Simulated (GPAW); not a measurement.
# Pd (Fm-3m) in GPAW: notebook, part 2 of 2

GPAW 26.7.0. The steps go on from the part before.

### Step 3. Eps q, PBE

File run.py:

```python
import numpy as np
from ase.dft.bandgap import bandgap
from ase.io import read, write
from gpaw import GPAW, PW
from gpaw.response.df import DielectricFunction

atoms = read('Pd.xyz')

calc = GPAW(mode=PW(400),
            xc='PBE',
            kpts={'size': (9, 9, 9), 'gamma': True},
            occupations={'name': 'fermi-dirac', 'width': 0.05},
            nbands=17,
            convergence={'density': 1e-06},
            maxiter=150,
            txt='gpaw.txt')
atoms.calc = calc
energy = atoms.get_potential_energy()
calc.write('gs.gpw')
write('result.traj', atoms)
print(f'Energy: {energy:.6f} eV')
print('Fermi level:', round(calc.get_fermi_level(), 4), 'eV')
print(f'Gap: {bandgap(calc)[0]:.4f} eV, direct: {bandgap(calc, direct=True)[0]:.4f} eV')

dense = calc.fixed_density(kpts={'size': (18, 18, 18), 'gamma': True},
                           nbands=24, convergence={'bands': 18},
                           update_fermi_level=True, txt='dense.txt')
dense.write('dense.gpw', mode='all')

df = DielectricFunction('dense.gpw', frequencies=np.array([0.0]), hilbert=False, eta=0.001,
                        ecut=60, nbands=18, txt='df.txt')
for q_c in [[0.0555555556, 0.0555555556, 0.0555555556], [0.1111111111, 0.1111111111, 0.1111111111], [0.1666666667, 0.1666666667, 0.1666666667], [0.2777777778, 0.2777777778, 0.2777777778], [0.5, 0.5, 0.5], [0.7222222222, 0.7222222222, 0.7222222222], [0.9444444444, 0.9444444444, 0.9444444444], [0.0555555556, 0.0555555556, 0.0], [0.1111111111, 0.1111111111, 0.0], [0.1666666667, 0.1666666667, 0.0], [0.2777777778, 0.2777777778, 0.0], [0.5, 0.5, 0.0], [0.7222222222, 0.7222222222, 0.0], [0.9444444444, 0.9444444444, 0.0]]:
    e0, e = df.get_dielectric_function(xc='RPA', q_c=q_c, filename=None)
    q = np.linalg.norm(2 * np.pi * np.array(q_c) @ atoms.cell.reciprocal())
    print(q_c, f'|q| = {q:.4f} 1/A: eps {e0[0].real:.4f} without, {e[0].real:.4f} with local fields')
```

File Pd.xyz:

```xyz
1
Lattice="0.0000000000 1.9465000000 1.9465000000 1.9465000000 0.0000000000 1.9465000000 1.9465000000 1.9465000000 0.0000000000" Properties=species:S:1:pos:R:3 pbc="T T T"
Pd     0.0000000000      0.0000000000      0.0000000000
```

Potentials or basis: GPAW PAW data sets (gpaw-data 1.2.1), pw.

On the command line:

```console
> OMP_NUM_THREADS=1 python run.py
```

gpaw.txt:

```text
__  _  _
 | _ |_)|_||  |
 |__||  | ||/\| - 26.7.0

Input parameters:
  mode=PW(ecut=400.0),
  convergence={'density': 1e-06},
  kpts=MonkhorstPack(size=(9, 9, 9), gamma=True),
  maxiter=150,
  nbands=17,
  occupations=Occupations(name='fermi-dirac', width=0.05),
  xc=XC(name='PBE')

Diagonalizing LCAO Hamiltonian
Converting LCAO to pw mode

       Pd

Atoms  # Å, Bohr magnetons
|   | symbol |        x |        y |        z |    initial magnetic moments |
|---|--------|----------|----------|----------|-----------------------------|
| 0 |     Pd | 0.000000 | 0.000000 | 0.000000 | ( 0.0000,  0.0000,  0.0000) |

Unit cell  # Å
| periodic |        x |        y |        z |  lengths |    angles |
|----------|----------|----------|----------|----------|-----------|
|      yes | 0.000000 | 1.946500 | 1.946500 | 2.752767 | 60.000000 |
|      yes | 1.946500 | 0.000000 | 1.946500 | 2.752767 | 60.000000 |
|      yes | 1.946500 | 1.946500 | 0.000000 | 2.752767 | 60.000000 |

Number of symmetries: 48
Symmetry operations  # r_c * U_cc + t_c -> r_c
|    | kind |            matrix            |
|----|------|------------------------------|
|  0 |  σ   |  1, 0, 0,  1, 0,-1,  1,-1, 0 |
|  1 |  C2  |  1, 0, 0,  1,-1, 0,  1, 0,-1 |
|  2 |  E   |  1, 0, 0,  0, 1, 0,  0, 0, 1 |
|  3 |  σ   |  1, 0, 0,  0, 0, 1,  0, 1, 0 |
|  4 |  C4  |  1, 0,-1,  1, 0, 0,  1,-1, 0 |
|  5 |  S6  |  1, 0,-1,  1,-1, 0,  1, 0, 0 |
|  6 |  σ   |  1, 0,-1,  0, 1,-1,  0, 0,-1 |
|  7 |  C3  |  1, 0,-1,  0, 0,-1,  0, 1,-1 |
|  8 |  S6  |  1,-1, 0,  1, 0, 0,  1, 0,-1 |
|  9 |  C4  |  1,-1, 0,  1, 0,-1,  1, 0, 0 |
| 10 |  C3  |  1,-1, 0,  0,-1, 1,  0,-1, 0 |
| 11 |  σ   |  1,-1, 0,  0,-1, 0,  0,-1, 1 |
| 12 |  σ   |  0, 1, 0,  1, 0, 0,  0, 0, 1 |
| 13 |  C4  |  0, 1, 0,  0, 1,-1, -1, 1, 0 |
| 14 |  C3  |  0, 1, 0,  0, 0, 1,  1, 0, 0 |
| 15 |  S6  |  0, 1, 0, -1, 1, 0,  0, 1,-1 |
| 16 |  C2  |  0, 1,-1,  1, 0,-1,  0, 0,-1 |
| 17 |  σ   |  0, 1,-1,  0, 1, 0, -1, 1, 0 |
| 18 |  S4  |  0, 1,-1,  0, 0,-1,  1, 0,-1 |
| 19 |  C4  |  0, 1,-1, -1, 1, 0,  0, 1, 0 |
| 20 |  C3  |  0, 0, 1,  1, 0, 0,  0, 1, 0 |
| 21 |  σ   |  0, 0, 1,  0, 1, 0,  1, 0, 0 |
| 22 |  S6  |  0, 0, 1,  0,-1, 1, -1, 0, 1 |
| 23 |  C4  |  0, 0, 1, -1, 0, 1,  0,-1, 1 |
| 24 |  S4  |  0, 0,-1,  1, 0,-1,  0, 1,-1 |
| 25 |  C3  |  0, 0,-1,  0, 1,-1,  1, 0,-1 |
| 26 |  C2  |  0, 0,-1,  0,-1, 0, -1, 0, 0 |
| 27 |  S6  |  0, 0,-1, -1, 0, 0,  0,-1, 0 |
| 28 |  S4  |  0,-1, 1,  1,-1, 0,  0,-1, 0 |
| 29 |  C4  |  0,-1, 1,  0, 0, 1, -1, 0, 1 |
| 30 |  C2  |  0,-1, 1,  0,-1, 0,  1,-1, 0 |
| 31 |  σ   |  0,-1, 1, -1, 0, 1,  0, 0, 1 |
| 32 |  C3  |  0,-1, 0,  1,-1, 0,  0,-1, 1 |
| 33 |  S6  |  0,-1, 0,  0, 0,-1, -1, 0, 0 |
| 34 |  S4  |  0,-1, 0,  0,-1, 1,  1,-1, 0 |
| 35 |  C2  |  0,-1, 0, -1, 0, 0,  0, 0,-1 |
[... 49 lines left out ...]
  Charge: 0.0  # |e|

Potential:
  Grid points: [14 14 14]

species:
  Pd:
    name:    Palladium
    Z:       46.0
    valence: 16
    core:    30
    charge:  0.0  # [|e|]
    compensation charges:
      type: gauss
      rc: 0.38  # [Å]
      lmax: 2
    cutoffs:
      filter: 2.38  # [Å]
      core: 2.28  # [Å]
    projectors
    | kind |    occ | energy [eV] | rcut [Å] |
    |------|--------|-------------|----------|
    |   5s |  0.000 |      -3.315 |    1.228 |
    |   4p |  6.000 |     -51.209 |    1.360 |
    |   5p |  0.000 |      -0.314 |    1.360 |
    |   4d | 10.000 |      -4.047 |    1.228 |
    |    s |        |      23.896 |    1.228 |
    |    d |        |      23.165 |    1.228 |

    Using partial waves for Pd as LCAO basis

Reference energy: -137227.490718  # eV

eigensolver:
  PPCG
  Converge bands: occupied
  niter=2

density mixing:
  MSR1-Mixer
  Pratt-step length: 0.05
  Maximum mixing coefficient: 0.75
  Old densities: 10
  SVD Regularization: 0.005
  Good broyden scale: 1.0
  Trust region scale: 1.0
  Backstep threshold: 4.0
  History deletion threshold: 6.0
  Fourier metric: weight=20.0, sigma=0.015

occupation numbers:
  Fermi-Dirac:
    width: 0.0500  # eV

poisson solver:
  ecut: 3200.0  # eV

xc functional:
  name: PBE with 2 nearest neighbor stencil

convergence criteria:
- Maximum integral of absolute [dens]ity change: 1e-06 electrons / valence electron
- Maximum [total energy] change in last 3 cyles: 0.0005 eV / valence electron
- Maximum integral of absolute [eigenst]ate change: 4e-08 eV^2 / valence electron
maximum number of iterations: 150

SCF iterations
|iter     | |      energy | eigst |  dens |
|---------|-|-------------|-------|-------|
|iter:   1| |   -4.832195 | -0.33 |       |
|iter:   2| |   -4.591473 | -2.64 | -0.98 |
|iter:   3| |   -3.845365 | -1.50 | -1.03 |
|iter:   4| |   -3.835560 | -3.65 | -2.03 |
|iter:   5| |   -3.832200 | -3.91 | -2.18 |
|iter:   6| |   -3.832202c| -6.51 | -3.77 |
|iter:   7| |   -3.832203c| -7.60c| -4.10 |
|iter:   8| |   -3.832203c| -8.99c| -5.32 |
|iter:   9| |   -3.832203c| -9.49c| -5.81 |
|iter:  10| |   -3.832203c|-10.45c| -7.45c|

Converged in 10 steps
Energy contributions relative to reference atoms: (reference = -137227.490718)

Energy contributions:
  Kinetic:          -1.604579
  Coulomb:          -2.892338
  Zero:             -0.106265
  External:          0.000000
  Xc:                0.780136
  Entropy:          -0.018317
  Spinorbit:         0.000000
  ----------------------------
  Free energy:      -3.841362
  Extrapolated:     -3.832203

dipole moment: (-11.561700, -11.561700, -11.561700)  # |e|*Ang

Fermi level: 9.463
Eigenvalues  # (at kpt = [0.000, 0.000, 0.000])
| band index |      eig [eV] | occ [0-2] |
|------------|---------------|-----------|
|          0 |       -40.204 |     2.000 |
|          1 |       -40.204 |     2.000 |
|          2 |       -40.204 |     2.000 |
|          3 |         2.363 |     2.000 |
|          4 |         6.642 |     2.000 |
|          5 |         6.642 |     2.000 |
[... 9 lines left out ...]
|         15 |        39.725 |     0.000 |
|         16 |        39.725 |     0.000 |

No gap
No difference between direct/indirect transitions
# Writing to gs.gpw (mode='')
```

df.txt:

```text
FrequencyGridDescriptor(from 0.000 to 0.000 eV, 1 points)
FrequencyGridDescriptor(from 0.000 to 0.000 eV, 1 points)

Calculating chi0 body with:
    Ground state adapter containing:
    Number of spins: 1
    Number of kpoints: 5832
    Number of irreducible kpoints: 195
    Number of completely occupied states: 5
    Number of partially occupied states: 9

    Linear response parametrization:
    q_c: [0.0555555556, 0.0555555556, 0.0555555556]
    Number of frequency points: 1
    Planewave cutoff: 60.0
    Number of bands: 18
    Number of planewaves: 15
    Broadening (eta): 0.001

Integrating chi0 body.
[... 18 lines left out ...]
    Linear response parametrization:
    q_c: [0.1111111111, 0.1111111111, 0.1111111111]
    Number of frequency points: 1
    Planewave cutoff: 60.0
    Number of bands: 18
    Number of planewaves: 15
    Broadening (eta): 0.001

Integrating chi0 body.

Symmetries of q_c:
    Direct symmetries (Uq -> q): 6
    Indirect symmetries (TUq -> q): 0
In total 6 allowed symmetries.

Integral kind: response function

Finished calculating chi0

[... 11 further blocks of this kind ...]
Calculating chi0 body with:
    Ground state adapter containing:
    Number of spins: 1
    Number of kpoints: 5832
    Number of irreducible kpoints: 195
    Number of completely occupied states: 5
    Number of partially occupied states: 9

    Linear response parametrization:
    q_c: [0.9444444444, 0.9444444444, 0.0]
    Number of frequency points: 1
    Planewave cutoff: 60.0
    Number of bands: 18
    Number of planewaves: 15
    Broadening (eta): 0.001

Integrating chi0 body.

Symmetries of q_c:
    Direct symmetries (Uq -> q): 8
    Indirect symmetries (TUq -> q): 0
In total 8 allowed symmetries.

Integral kind: response function

Finished calculating chi0
```

It took 2.2 min on 1 thread of Arm Neoverse V1, shared host; peak memory 0.23 GiB.

What came out:

```
Free energy            : -3.8414 eV
Band gap on the k mesh : none (metal or under the smearing width)
```

### Step 4. For comparison

An earlier run on the cell as given: functional PBE; potentials or basis GPAW PAW data sets (gpaw-data 1.2.1); cutoff 600 eV; basis pw; k mesh 12 × 12 × 12; occupations fermi-dirac, width 0.05 eV; no spin polarisation.

* Pressure: 6.9 GPa
* Band gap on the k mesh: none (metal or under the smearing width)

### Step 5. The runs side by side

```csv
task,cell,k mesh,cutoff (eV),kernel,response ecut,response k mesh,response bands,gap on the mesh (eV)
eps q,volume scaled by 1.08,9 × 9 × 9,500,ALDA,80 eV,18 × 18 × 18,18,none
eps q,as given,9 × 9 × 9,400,RPA,60 eV,18 × 18 × 18,18,none
single point,as given,12 × 12 × 12,600,-,-,-,-,none
```

Alike in all rows: level PBE; potentials or basis GPAW PAW data sets (gpaw-data 1.2.1), pw; no spin polarisation; smearing fermi-dirac 0.05 eV.

Total energies depend on the potentials used, so only differences within one code and one set of settings carry meaning.
